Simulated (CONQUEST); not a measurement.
The system is BaTiO3.

```
Ba Ti O
1.0
     3.99980    0.00000    0.00000
     0.00000    3.99980    0.00000
     0.00000    0.00000    4.01800
Ba Ti O
1 1 3
Direct
  0.00000 0.00000 0.00000
  0.50000 0.50000 0.51000
  0.50000 0.00000 0.48300
  0.00000 0.50000 0.48300
  0.50000 0.50000 0.98100
```

Program: CONQUEST 1.3. Alike in all runs: task single point; level PBE; no spin polarisation; cell as given; k mesh 7 × 7 × 7; smearing fermi-dirac 0.05 eV.

Question: Order these runs on this cell by their pressure, lowest first.
A. potentials or basis PseudoDojo NC PBE, SZ, grid cutoff 150 Ha
B. potentials or basis PseudoDojo NC PBE, DZP, grid cutoff 150 Ha
C. potentials or basis PseudoDojo NC PBE, SZP, grid cutoff 150 Ha

Answer: B (4.5 GPa), C (6.5 GPa), A (9.7 GPa).

Caveats: the basis of atomic orbitals isn't converged, which shifts pressures, moduli and gaps; the atomic basis is small (some runs).
